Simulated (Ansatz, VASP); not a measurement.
**Cu: VASP beside Ansatz**

INCAR

```
SYSTEM = Cu
ALGO     = Normal         ! electronic algorithm
EDIFF    = 1E-8           ! SCF threshold, eV
ENCUT    = 520            ! plane-wave cutoff, eV
GGA      = PE             ! functional
ISIF     = 2              ! what is computed and relaxed
ISMEAR   = -1             ! smearing method
LASPH    = .TRUE.         ! aspherical terms in the spheres
LCHARG   = .FALSE.        ! write CHGCAR
LEFG     = .TRUE.       
LREAL    = .FALSE.        ! projectors in reciprocal space
LWAVE    = .FALSE.        ! write WAVECAR
NBANDS   = 12             ! bands
NELM     = 80             ! most SCF steps
PREC     = Accurate       ! precision mode
SIGMA    = 0.08           ! smearing width, eV
```

File KPOINTS:

```
k-points
0
G
  19 19 19
  0 0 0
```

The input POSCAR:

```
Cu
1.0
    0.0000000000      1.7706018915      1.7706018915
    1.7706018915      0.0000000000      1.7706018915
    1.7706018915      1.7706018915      0.0000000000
Cu
1
Direct
    0.0000000000      0.0000000000      0.0000000000
```

Input for Ansatz:

```yaml
crystal:
  lattice:
    - [0.0, 1.7706018915, 1.7706018915]
    - [1.7706018915, 0.0, 1.7706018915]
    - [1.7706018915, 1.7706018915, 0.0]
  atoms:
    - { symbol: Cu, position: [0.0, 0.0, 0.0] }
kpoints:
  mp_grid: { grid: [19, 19, 19] }
scf:
  occupations: { method: fermi_dirac, width: 0.08 }
hamiltonian:
  xc: pbe
  pseudopotentials: { kind: all_electron, datasets: crystal }
output:
  forces: true
  stress: true
  eigenvalues: true
  efg: { contact_densities: true }
```

Change from the starting cell: volume scaled by 0.94, crystal datasets.

Alike in both runs: task electric field gradients; functional PBE; k mesh 19 × 19 × 19; occupations fermi-dirac, width 0.08 eV; no spin polarisation.

|  | VASP | Ansatz |
| --- | --- | --- |
| version | VASP 6.6.1 | Ansatz 0.2.0 |
| potentials or method | VASP PAW PBE potentials, release 64 (Cu) | all-electron PAW with datasets made for the crystal, scalar-relativistic |
| plane-wave cutoff (eV) | 520 | see its input |

Ansatz gave:

```
pressure (GPa)                                                 : 12.5
Vzz of the field gradient on the site that differs most (V/Å²) : 0.0
```

**Question.** Which values does VASP return?

**Answer.** Pressure (GPa): 13.0; Vzz of the field gradient on the site that differs most (V/Å²): 0.0.

Ansatz ran all-electron here, so the differences hold the error of VASP's frozen core and of both bases.
